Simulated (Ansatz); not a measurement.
## SnO2 (P4_2/mnm): the host for defect calculations

Before any defect goes in: SnO2 (P4_2/mnm) at rest, and how it screens a charge.

Calculated with Ansatz 0.2.0; plane-wave PAW DFT, PBEsol; relaxation of the host's cell and atoms, in the first sound run; inputs show where later runs differ.

Report form: the programs' logs are mostly left out.

### Step 1. Starting point

Symmetry: P4_2/mnm, No. 136, tetragonal system. Conventional cell: a = 4.765 Å, b = 4.765 Å, c = 3.207 Å, α = 90.00°, β = 90.00°, γ = 90.00°. Nearest to Sn lie 6 O at 2.06 to 2.07 Å. O has 3 Sn at 2.06 to 2.07 Å nearest. Farther neighbours and most contacts between anions are not listed.

### Step 2. Host cell relaxation

Lattice and positions are set free, within the symmetry that the program keeps.

Input file cell/input.yaml:

```yaml
crystal:
  lattice:
    - [4.764818, 0.0, 0.0]
    - [0.0, 4.764818, 0.0]
    - [0.0, 0.0, 3.2074998]
  atoms:
    - { symbol: Sn, position: [0.5, 0.5, 0.5] }
    - { symbol: Sn, position: [0.0, 0.0, 0.0] }
    - { symbol: O, position: [0.1940277, 0.8059723, 0.5] }
    - { symbol: O, position: [0.8059723, 0.1940277, 0.5] }
    - { symbol: O, position: [0.3059723, 0.3059723, 0.0] }
    - { symbol: O, position: [0.6940277, 0.6940277, 0.0] }
basis:
  ecutwfc: 420
  xc_grid: 2
hamiltonian:
  xc: pbesol
kpoints:
  mp_grid: { grid: [6, 6, 9] }
scf:
  occupations: { method: fixed }
  max_iter: 100
relax:
  f_tol: 0.005
  max_steps: 60
  cell: {}
output:
  forces: true
  stress: true
checkpoint:
  write: "../cell.run"
  compress: false
  write_wavefunctions: false
  write_every: 100000
```

Launch:

```
ansatz run input.yaml --threads 32 --pin off --max-ram 131891MiB --backend cpu --events-out ev --progress --plain --runs-dir out
```

Wall time 1.4 s (32 threads of Arm Neoverse V2, shared host); peak memory 0.42 GiB; 29 s of CPU time.

Relaxation path:

```tsv
step	energy less that of the first step (eV)	largest force component (eV/Å)	pressure (GPa)	volume (Å³)
1	0.0000	0.0229	0.61	72.82
2	0.0006	0.0057	0.01	73.02
3	0.0006	0.0046	-0.01	73.04
4	0.0006	0.0026	0.00	73.04
5*	-0.0004	0.0026	0.02	73.04
```

Relaxation steps marked * repeat the geometry before them on a plane-wave basis chosen anew for their cell, so energy and pressure can jump there.

Forces are held to the 16 operations that the run works with; a distortion that breaks them can't arise in this run.

```tsv
conventional cell, symmetrised	before	after	change
a (Å)	4.765	4.768	+0.1 %
b (Å)	4.765	4.768	+0.1 %
c (Å)	3.207	3.212	+0.2 %
volume (Å³/atom)	12.14	12.17	+0.3 %
```

This step gave:

```
pressure : 0.02205 GPa
```

### Step 3. Dielectric tensors of the host

The response to a uniform electric field gives the electronic dielectric tensor.

This step: plane-wave PAW DFPT, PBEsol; dielectric tensors, Born charges and zone-centre modes of the host (Ansatz 0.2.0).

Input file eps/input.yaml:

```yaml
crystal:
  lattice:
    - [4.7684009395, 0.0, 0.0]
    - [0.0, 4.7684009395, 0.0]
    - [0.0, 0.0, 3.2124282145]
  atoms:
    - { symbol: Sn, position: [0.5, 0.5, 0.5] }
    - { symbol: Sn, position: [0.0, 0.0, 0.0] }
    - { symbol: O, position: [0.1937458314, 0.8062541686, 0.5] }
    - { symbol: O, position: [0.8062541686, 0.1937458314, 0.5] }
    - { symbol: O, position: [0.3062541686, 0.3062541686, 0.0] }
    - { symbol: O, position: [0.6937458314, 0.6937458314, 0.0] }
basis:
  ecutwfc: 420
hamiltonian:
  xc: pbesol
kpoints:
  mp_grid: { grid: [5, 5, 7] }
scf:
  occupations: { method: fixed }
  max_iter: 100
phonons:
  method: dfpt
  dielectric: true
  rigid_motions: translations
```

It took 12 s on 32 threads; peak memory 1.3 GiB.

Electronic dielectric tensor:

```
4.59 0.00 0.00
0.00 4.59 0.00
0.00 0.00 4.90
```

Static dielectric tensor:

```
13.49  0.00  0.00
 0.00 13.49  0.00
 0.00  0.00 10.42
```

The principal values of the electronic dielectric tensor are 4.59, 4.59 and 4.90. The principal values of the static dielectric tensor are 10.42, 13.49 and 13.49.

### Step 4. Defect free supercell relaxed in its symmetry

This cell, the one that will hold the defects, is built from the relaxed host. Its coarser k-points can move the atoms a little, so it is relaxed from the symmetric sites, as the reference for the test of stability.

This step: plane-wave PAW DFT, PBEsol; relaxation of the defect-free supercell in its symmetry (Ansatz 0.2.0).

System of this step: SnO2 (P4_2/mnm). The cell holds 96 atoms: 32 Sn and 64 O. Its edges and angles: a = 11.499 Å, b = 11.499 Å, c = 13.487 Å, α = 54.1°, β = 54.1°, γ = 71.8°.

Input file pristine.symmetric/input.yaml:

```yaml
crystal:
  lattice:
    - [0.0, 9.5368018791, 6.4248564291]
    - [9.5368018791, 0.0, 6.4248564291]
    - [9.5368018791, 9.5368018791, 0.0]
  atoms:
    - { symbol: Sn, position: [0.125, 0.125, 0.125] }
    - { symbol: Sn, position: [0.375, 0.375, 0.375] }
    - { symbol: Sn, position: [0.0, 0.0, 0.0] }
    - { symbol: Sn, position: [0.25, 0.25, 0.25] }
    - { symbol: O, position: [0.0281270843, 0.2218729157, 0.375] }
    - { symbol: O, position: [0.2781270843, 0.4718729157, 0.125] }
    - { symbol: O, position: [0.2218729157, 0.0281270843, 0.375] }
    - { symbol: O, position: [0.4718729157, 0.2781270843, 0.125] }
    - { symbol: O, position: [0.0, 0.0, 0.1531270843] }
    - { symbol: O, position: [0.25, 0.25, 0.4031270843] }
    - { symbol: O, position: [0.0, 0.0, 0.3468729157] }
    - { symbol: O, position: [0.25, 0.25, 0.0968729157] }
    - { symbol: Sn, position: [0.125, 0.125, 0.625] }
    - { symbol: Sn, position: [0.375, 0.375, 0.875] }
    - { symbol: Sn, position: [0.0, 0.0, 0.5] }
    - { symbol: Sn, position: [0.25, 0.25, 0.75] }
    - { symbol: O, position: [0.0281270843, 0.2218729157, 0.875] }
    - { symbol: O, position: [0.2781270843, 0.4718729157, 0.625] }
    - { symbol: O, position: [0.2218729157, 0.0281270843, 0.875] }
    - { symbol: O, position: [0.4718729157, 0.2781270843, 0.625] }
    - { symbol: O, position: [0.0, 0.0, 0.6531270843] }
    - { symbol: O, position: [0.25, 0.25, 0.9031270843] }
    - { symbol: O, position: [0.0, 0.0, 0.8468729157] }
    - { symbol: O, position: [0.25, 0.25, 0.5968729157] }
    - { symbol: Sn, position: [0.125, 0.625, 0.125] }
    - { symbol: Sn, position: [0.375, 0.875, 0.375] }
    - { symbol: Sn, position: [0.0, 0.5, 0.0] }
    - { symbol: Sn, position: [0.25, 0.75, 0.25] }
    - { symbol: O, position: [0.0281270843, 0.7218729157, 0.375] }
    - { symbol: O, position: [0.2781270843, 0.9718729157, 0.125] }
[... 60 atom lines left out ...]
    - { symbol: O, position: [0.7218729157, 0.5281270843, 0.875] }
    - { symbol: O, position: [0.9718729157, 0.7781270843, 0.625] }
    - { symbol: O, position: [0.5, 0.5, 0.6531270843] }
    - { symbol: O, position: [0.75, 0.75, 0.9031270843] }
    - { symbol: O, position: [0.5, 0.5, 0.8468729157] }
    - { symbol: O, position: [0.75, 0.75, 0.5968729157] }
basis:
  ecutwfc: 420
  xc_grid: 2
hamiltonian:
  xc: pbesol
kpoints:
  mp_grid: { grid: [1, 1, 1] }
scf:
  occupations: { method: fermi_dirac, width: 0.01 }
  max_iter: 100
  lower_state_search: "off"
output:
  forces: true
relax:
  f_tol: 0.015
  max_steps: 60
  escape_saddle: false
checkpoint:
  write: "../pristine.symmetric.run"
  compress: false
  write_wavefunctions: false
  write_every: 100000
```

Launch:

```
ansatz run input.yaml --threads 32 --pin off --max-ram 131891MiB --backend cuda --events-out ev --progress --plain --runs-dir out
```

Elapsed: 2 s, on 1 × NVIDIA GB200 with 32 threads; peak memory 1.4 GiB.

No atom moved by 0.005 Å in the relaxation.

### Step 5. Defect free supercell relaxed from displaced atoms

This step: plane-wave PAW DFT, PBEsol; relaxation of the defect-free supercell from random displacements, a test of the host's stability (Ansatz 0.2.0).

pristine.rattled/input.yaml, as its differences from pristine.symmetric/input.yaml of step 4:

```diff
@@ -58,6 +58,6 @@
   f_tol: 0.015
-  max_steps: 60
-  escape_saddle: false
+  max_steps: 120
+  random_displacement: { amplitude: 0.06, seed: 10037 }
 checkpoint:
-  write: "../pristine.symmetric.run"
+  write: "../pristine.rattled.run"
   compress: false
```

It took 2.9 s on 1 × NVIDIA GB200 with 32 threads; peak memory 1.4 GiB.

Relaxation path:

```tsv
step	energy less that of the first step (eV)	largest force component (eV/Å)
1	0.0000	2.0952
2	-2.3260	0.6542
3	-2.7534	0.0098
4	-2.7534	0.0097
```

The relaxation ends 29 meV an atom lower than the displaced start, with a largest force component of 0.0097 eV/Å.

### Step 6. Host on a dense mesh

This step: plane-wave PAW DFT, PBEsol; single point of the defect-free host, a test of the k-point sampling (Ansatz 0.2.0).

System of this step: SnO2 (P4_2/mnm). The structure is tetragonal, space group P4_2/mnm (No. 136). Conventional cell: a = 4.768 Å, b = 4.768 Å, c = 3.212 Å, α = 90.00°, β = 90.00°, γ = 90.00°. Nearest to Sn lie 6 O at 2.07 Å. Nearest to O lie 3 Sn at 2.07 Å. Farther neighbours and most contacts between anions are not listed.

Input file dense/input.yaml:

```yaml
crystal:
  lattice:
    - [4.7684009395, 0.0, 0.0]
    - [0.0, 4.7684009395, 0.0]
    - [0.0, 0.0, 3.2124282145]
  atoms:
    - { symbol: Sn, position: [0.5, 0.5, 0.5] }
    - { symbol: Sn, position: [0.0, 0.0, 0.0] }
    - { symbol: O, position: [0.1937458314, 0.8062541686, 0.5] }
    - { symbol: O, position: [0.8062541686, 0.1937458314, 0.5] }
    - { symbol: O, position: [0.3062541686, 0.3062541686, 0.0] }
    - { symbol: O, position: [0.6937458314, 0.6937458314, 0.0] }
basis:
  ecutwfc: 420
  xc_grid: 2
hamiltonian:
  xc: pbesol
kpoints:
  mp_grid: { grid: [6, 6, 9] }
scf:
  occupations: { method: fermi_dirac, width: 0.01 }
  max_iter: 100
  lower_state_search: "off"
checkpoint:
  write: "../dense.run"
  compress: false
  write_wavefunctions: false
  write_every: 100000
```

Launch:

```
ansatz run input.yaml --threads 32 --pin off --max-ram 131891MiB --backend cpu --events-out ev --progress --plain --runs-dir out
```

The job ended after 0.38 s (32 threads; peak memory 0.46 GiB).

### Step 7. Defect free supercell at the zone centre

The supercell is run at the zone centre, to see how far that sampling misses the dense mesh.

System of this step: SnO2 (P4_2/mnm). The cell holds 96 atoms: 32 Sn and 64 O. Cell: a = 11.499 Å, b = 11.499 Å, c = 13.487 Å, α = 54.1°, β = 54.1°, γ = 71.8°.

pristine.sampling_gamma/input.yaml, as its differences from pristine.rattled/input.yaml of step 5:

```diff
@@ -54,10 +54,4 @@
   lower_state_search: "off"
-output:
-  forces: true
-relax:
-  f_tol: 0.015
-  max_steps: 120
-  random_displacement: { amplitude: 0.06, seed: 10037 }
 checkpoint:
-  write: "../pristine.rattled.run"
+  write: "../pristine.sampling_gamma.run"
   compress: false
```

Launch:

```
ansatz run input.yaml --threads 32 --pin off --max-ram 131891MiB --backend cuda --events-out ev --progress --plain --runs-dir out
```

Run time: 1.6 s. Hardware: 1 × NVIDIA GB200 with 32 threads; peak memory 1.4 GiB; 3.5 s of CPU time.

### Step 8. Defect free supercell at the quarter point

The supercell is run at one point off the zone centre, to see how far that sampling misses the dense mesh.

pristine.sampling_quarter/input.yaml, as its differences from pristine.sampling_gamma/input.yaml of step 7:

```diff
@@ -49,3 +49,3 @@
 kpoints:
-  mp_grid: { grid: [1, 1, 1] }
+  mp_grid: { grid: [1, 1, 1], shift: [0.25, 0.25, 0.25] }
 scf:
@@ -55,3 +55,3 @@
 checkpoint:
-  write: "../pristine.sampling_gamma.run"
+  write: "../pristine.sampling_quarter.run"
   compress: false
```

Run time: 2.2 s. Hardware: 1 × NVIDIA GB200 with 32 threads; peak memory 1.5 GiB.

### Step 9. Outcome

* primitive cell vectors, lengths: 4.768, 4.768, 3.212 Å
* electronic dielectric constant: principal values (4.59, 4.59, 4.90)
* static dielectric constant: principal values (10.42, 13.49, 13.49)
* gap on the k-mesh of the response run (PBEsol): 0.92 eV
* supercell relaxed in its symmetry less the displaced and relaxed one: 0.000 eV
* energy an atom at the zone centre alone less that on the dense mesh: 0.012 eV
* energy an atom at one point at (¼, ¼, ¼) less that on the dense mesh: 0.005 eV

Step 5: The energy fell by 2.753 eV from the randomly displaced start; the atoms end within 0.005 Å of the sites as typed, once the mean shift is taken out. The displaced cell ends within 0.01 eV of the symmetric one relaxed in its symmetry, so no lower structure shows in this supercell. The k-mesh can miss the band edges, so this gap is an upper bound at this level. All at zero temperature.

[Logs are printed without paths, hosts, clocks, repeated set-up lines and the standing remarks that a program may print on its own settings, such as how far it seeks lower states.]

[Hosts, paths, dates, database ids (printed as entryN), source tags and the programs' standing remarks are cut or masked in the printed files.]

[Runs of the host that timed out are not shown.]

[For some hosts the program warned that the k-mesh of the response run may be too coarse for force constants and the static dielectric constant; such warnings are not always shown.]

[The program warned that the k-mesh of a response run behind this text may be too coarse: force constants, and the static dielectric constant and all else formed from them, are not shown converged.]
